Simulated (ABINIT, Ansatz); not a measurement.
# RbCl (Fm-3m): one start, several treatments of the self-energy, part 2 of 2

Aim: compare treatments of exchange, screening and correlation for the gap of RbCl (Fm-3m).

ABINIT 10.8.3; LDA and many-body steps on it, plane waves. Known limits of the many-body steps: not at the basis limit; no spin-orbit coupling.

So far. Step 6 (G0W0, Engel-Farid plasmon pole): Against G0W0 in ABINIT (4×4×4 mesh, 139 bands, screening to 141.5 eV, Godby-Needs plasmon pole), the gap moves by +0.148 eV. Step 7 (One-shot COHSEX): Against G0W0 in ABINIT (4×4×4 mesh, 139 bands, screening to 141.5 eV, Godby-Needs plasmon pole), the gap moves by +1.864 eV.

The database entry behind the starting cell differs from later determinations by our own check (about 0.5 % short), so it need not match the best structure at ambient conditions.

## (8) One-shot Hartree-Fock

This step: one-shot Hartree-Fock on LDA, plane waves, norm-conserving pseudopotentials.

Input file run.abi:

```
acell 3*1.0 Angstrom
rprim 
  -0.000000000000 3.274000000000 3.274000000000
  3.274000000000 0.000000000000 3.274000000000
  3.274000000000 3.274000000000 -0.000000000000
ntypat 2
znucl 37 17
natom 2
typat 1 2
xred 
  0.000000000000 0.000000000000 0.000000000000
  0.500000000000 0.500000000000 0.500000000000
pp_dirpath "pseudos"
pseudos "Rb.upf, Cl.upf"
ecut 24
ngkpt 4 4 4
nshiftk 1
shiftk 0 0 0
kptopt 1
chksymbreak 0
istwfk *1
occopt 1
irdwfk 1
optdriver 4
nband 12
gwcalctyp 5
ecutsigx 24
symsigma 1
nkptgw 1
kptgw 
  0.0000000000 0.0000000000 0.0000000000
bdgw 
  6 12
ixc_sigma 40
fftgw 31
indata_prefix "in"
outdata_prefix "out"
tmpdata_prefix "tmp"
```

Launch:

```sh
$ OMP_NUM_THREADS=1 mpirun -n 4 abinit run.abi > log
```

Log:

```text
.Version 10.8.3 of ABINIT. v10.8.2 released Aug 2026.

 Symmetries : space group Fm -3 m (#225); Bravais cF (face-center cubic)
[... echo of the input left out ...]
== DATASET  1 ==================================================================
-   mpi_nproc: 4, omp_nthreads: 1 (-1 if OMP is not activated)

--- !DatasetInfo
iteration_state: {dtset: 1, }
dimensions: {natom: 2, nkpt: 8, mband: 12, nsppol: 1, nspinor: 1, nspden: 1, mpw: 2698, }
cutoff_energies: {ecut:  24.0, pawecutdg:  -1.0, }
[...]
10   6.105  -8.154  -3.404   0.000   1.000   0.000  -3.404   4.751  10.856
       11   6.105  -8.154  -3.404   0.000   1.000   0.000  -3.404   4.751  10.856
       12   6.105  -8.154  -3.404   0.000   1.000   0.000  -3.404   4.751  10.856

== END DATASET(S) ==============================================================
================================================================================

 -outvars: echo values of variables after computation  --------
           etotal      0.0000000000E+00
            nband          12
             nkpt           8
          spgroup         225
 [... the other variables as echoed above ...]

 Calculation completed.
```

It took 2 s on 4 MPI ranks of Arm Neoverse V2, shared host; peak memory 0.14 GiB.

Numbers from this step:

```
quasiparticle gap on the points computed              : 13.34 eV
starting gap on the mesh                              : 4.595 eV
k of the valence top                                  : 0, 0, 0
k of the conduction bottom                            : 0, 0, 0
least direct quasiparticle gap on the computed points : 13.34 eV
```

Against G0W0 in ABINIT (4×4×4 mesh, 139 bands, screening to 141.5 eV, Godby-Needs plasmon pole), the gap moves by +5.594 eV.

## (9) Screening, 4×4×4 mesh, 139 bands, screening to 141.5 eV

This step: RPA screening on LDA, plane waves, norm-conserving pseudopotentials.

run.abi, as its differences from that of step 8:

```diff
@@ -23,14 +23,14 @@
 irdwfk 1
-optdriver 4
-nband 12
-gwcalctyp 5
-ecutsigx 24
-symsigma 1
-nkptgw 1
-kptgw 
-  0.0000000000 0.0000000000 0.0000000000
-bdgw 
-  6 12
-ixc_sigma 40
-fftgw 31
+optdriver 3
+nband 139
+ecuteps 5.2
+inclvkb 2
+awtr 1
+symchi 1
+gwcalctyp 2
+nfreqre 16
+freqremax 40 eV
+nfreqim 8
+spmeth 1
+nomegasf 120
 indata_prefix "in"
```

Log:

```text
.Version 10.8.3 of ABINIT. v10.8.2 released Aug 2026.

 Symmetries : space group Fm -3 m (#225); Bravais cF (face-center cubic)
[... echo of the input left out ...]
== DATASET  1 ==================================================================
-   mpi_nproc: 4, omp_nthreads: 1 (-1 if OMP is not activated)

--- !DatasetInfo
iteration_state: {dtset: 1, }
dimensions: {natom: 2, nkpt: 8, mband: 139, nsppol: 1, nspinor: 1, nspden: 1, mpw: 2698, }
cutoff_energies: {ecut:  24.0, pawecutdg:  -1.0, }
electrons: {nelect:   1.60000000E+01, charge:   0.00000000E+00, occopt:   1.00000000E+00, tsmear:   1.00000000E-02, }

 SCREENING: Calculation of the susceptibility and dielectric matrices

 Based on a program developped by R.W. Godby, V. Olevano, G. Onida, and L. Reining.
 Incorporated in ABINIT by V. Olevano, G.-M. Rignanese, and M. Torrent.
.Using double precision arithmetic ; gwpc =  8

[... cell and pseudopotentials left out ...]
--------------------------------------------------------------------------------

 ==== K-mesh for the wavefunctions ====
 Number of points in the irreducible wedge :     8
[... list of points left out ...]
 Together with 48 symmetry operations and time-reversal symmetry
 yields    64 points in the full Brillouin Zone.

 ==== Q-mesh for the screening function ====
 Number of points in the irreducible wedge :     8
[... list of points left out ...]
 Together with 48 symmetry operations and time-reversal symmetry
 yields    64 points in the full Brillouin Zone.

 setmesh: FFT mesh size selected  =    30x   30x   30
          total number of points  =        27000

 vcoul_init : cutoff-mode = AUXILIARY_FUNCTION
 q-points for optical limit:   1
     1)      0.000010    0.000020    0.000030

- screening: taking advantage of time-reversal symmetry
- Maximum band index for partially occupied states nbvw = 8
- Remaining bands to be divided among processors   nbcw = 131
- Number of bands treated by each node ~32

 Number of electrons calculated from density =   16.0000; Expected =   16.0000
 average of density, n =  0.033780
 r_s =    1.9190
 omega_plasma =   17.7290 [eV]

 calculating chi0 at frequencies [eV] :
  1    0.000000E+00    0.000000E+00
  2    2.666667E+00    0.000000E+00
  3    5.333333E+00    0.000000E+00
[...]
23    0.000000E+00    4.515268E+01
 24    0.000000E+00    6.357547E+01

--------------------------------------------------------------------------------
  q-point number  1        q = ( 0.000000, 0.000000, 0.000000) [r.l.u.]
--------------------------------------------------------------------------------
[... chi0 elements left out ...]
  [... further frequencies ...]

 No. of calculated frequencies >  15, stop printing
 For q-point:  0.000010 0.000020 0.000030
  dielectric constant =   2.3175
  dielectric constant without local fields =   2.7454

  Average fulfillment of the sum rule on Im[epsilon] for q-point    1 :     82.02  [%]
[... wings left out ...]
  q-point number  2        q = ( 0.250000, 0.000000, 0.000000) [r.l.u.]
--------------------------------------------------------------------------------
[... chi0 elements left out ...]
  [... further frequencies ...]

 No. of calculated frequencies >  15, stop printing
  Average fulfillment of the sum rule on Im[epsilon] for q-point    2 :     88.22  [%]

 [... 6 further q-points ...]
```

Wall time 51 s (4 MPI ranks); peak memory 1.3 GiB; 3.4 min of CPU time.

Numbers from this step:

```
ε∞ with local fields, on this mesh, along the program's q direction : 2.317
the same without local fields                                       : 2.745
plasma frequency                                                    : 17.73 eV
plane waves in the screening matrix                                 : 283
```

## (10) G0W0, contour deformation

This step: G0W0 on LDA, plane waves, norm-conserving pseudopotentials.

run.abi, as its differences from that of step 9:

```diff
@@ -23,14 +23,14 @@
 irdwfk 1
-optdriver 3
+optdriver 4
 nband 139
+gwcalctyp 2
+ecutsigx 24
+symsigma 1
+nkptgw 1
+kptgw 
+  0.0000000000 0.0000000000 0.0000000000
+bdgw 
+  6 12
 ecuteps 5.2
-inclvkb 2
-awtr 1
-symchi 1
-gwcalctyp 2
-nfreqre 16
-freqremax 40 eV
-nfreqim 8
-spmeth 1
-nomegasf 120
+irdscr 1
 indata_prefix "in"
```

Log:

```text
.Version 10.8.3 of ABINIT. v10.8.2 released Aug 2026.

 Symmetries : space group Fm -3 m (#225); Bravais cF (face-center cubic)
[... echo of the input left out ...]
== DATASET  1 ==================================================================
-   mpi_nproc: 4, omp_nthreads: 1 (-1 if OMP is not activated)

--- !DatasetInfo
iteration_state: {dtset: 1, }
dimensions: {natom: 2, nkpt: 8, mband: 139, nsppol: 1, nspinor: 1, nspden: 1, mpw: 2698, }
cutoff_energies: {ecut:  24.0, pawecutdg:  -1.0, }
[...]
7  -1.612 -13.898 -18.466   2.060   0.789  -0.267 -15.877  -1.980  -3.592
[...]
12   6.105  -8.154  -3.404  -2.922   0.860  -0.162  -6.581   1.573   7.679
       12   0.000   0.000   0.000  -0.001   0.000   0.000  -0.001  -0.001  -0.001

== END DATASET(S) ==============================================================
================================================================================

 -outvars: echo values of variables after computation  --------
           etotal      0.0000000000E+00
            nband         139
             nkpt           8
          spgroup         225
 [... the other variables as echoed above ...]

 Calculation completed.
```

Run time: 6 s. Hardware: 4 MPI ranks; peak memory 0.91 GiB; 24 s of CPU time.

Numbers from this step:

| Item | Value |
| --- | --- |
| G0W0 gap on the points computed | 7.707 eV |
| starting gap on the mesh | 4.595 eV |
| k of the valence top | 0, 0, 0 |
| k of the conduction bottom | 0, 0, 0 |
| least direct G0W0 gap on the computed points | 7.707 eV |

Against G0W0 in ABINIT (4×4×4 mesh, 139 bands, screening to 141.5 eV, Godby-Needs plasmon pole), the gap moves by −0.036 eV.

## (11) The runs together

Times are wall times on 4 MPI ranks of Arm Neoverse V2, shared host, good to a factor of about two. A run's time includes the screening step that it read.

| run | mesh | bands | screening cutoff (eV) | DFT gap (eV) | gap on the mesh (eV) | direct (eV) | ε∞ used | time |
| --- | --- | --- | --- | --- | --- | --- | --- | --- |
| G0W0, Godby-Needs plasmon pole | 4×4×4 | 139 | 141.5 | 4.595 | 7.743 | 7.743 | 2.31 | 32 s |
| G0W0, von der Linden-Horsch plasmon pole | 4×4×4 | 139 | 141.5 | 4.595 | 8.013 | 8.013 | 2.31 | 29 s |
| G0W0, Engel-Farid plasmon pole | 4×4×4 | 139 | 141.5 | 4.595 | 7.891 | 7.891 | 2.31 | 29 s |
| one-shot COHSEX | 4×4×4 | 139 | 141.5 | 4.595 | 9.607 | 9.607 | 2.31 | 26 s |
| one-shot Hartree-Fock | 4×4×4 | - | - | 4.595 | 13.337 | 13.337 | - | 2 s |
| G0W0, contour deformation | 4×4×4 | 139 | 141.5 | 4.595 | 7.707 | 7.707 | 2.32 | 57 s |

## (12) Outcome

| Property | Result |
| --- | --- |
| G0W0, Godby-Needs plasmon pole | 7.743 eV |
| G0W0, von der Linden-Horsch plasmon pole | 8.013 eV |
| G0W0, Engel-Farid plasmon pole | 7.891 eV |
| one-shot COHSEX | 9.607 eV |
| one-shot Hartree-Fock | 13.337 eV |
| G0W0, contour deformation | 7.707 eV |
| known limits | not at the basis limit; no spin-orbit coupling |

In words: G0W0, von der Linden-Horsch plasmon pole: +0.270 eV against G0W0, Godby-Needs plasmon pole. G0W0, Engel-Farid plasmon pole: +0.148 eV against G0W0, Godby-Needs plasmon pole. One-shot COHSEX: +1.864 eV against G0W0, Godby-Needs plasmon pole. One-shot Hartree-Fock: +5.594 eV against G0W0, Godby-Needs plasmon pole. G0W0, contour deformation: −0.036 eV against G0W0, Godby-Needs plasmon pole. Bare exchange alone opens the gap to 13.34 eV; against G0W0, correlation takes back 5.59 eV. Static COHSEX lies above G0W0: it lacks the factor Z and overstates the Coulomb hole of the filled states. Bands and cutoff are finite, so the gap is not at the basis limit. The miss can reach some tenths of an eV and take either sign; the mesh is an error of its own. In the G0W0 runs levels were corrected at 1 k point alone, so a gap called «on the mesh» is the least over those, and an edge elsewhere would be missed. The many-body steps are scalar-relativistic: spin-orbit coupling is not in them.

[Paths, hosts, dates, memory and timing lines, banners, echoed tables and standing remarks are left out of the program output.]

[Logs are printed without paths, hosts, clocks, repeated set-up lines and the standing remarks that a program may print on its own settings, such as how far it seeks lower states.]

[Runs of the session that timed out or met a known fault of the program may be left out.]

[Hosts, paths, dates, database ids (printed as entryN), source tags and the programs' standing remarks are cut or masked in the printed files.]

[G0W0 gaps are taken among the corrected bands and points alone; a level outside them can change the order at an edge.]

[Where Ansatz stands beside ABINIT at settings called matched, ABINIT's density can come from a denser mesh and the files from another edition; pairs whose starting gaps differed by over 0.03 eV were left out, so agreement reads better than it is.]
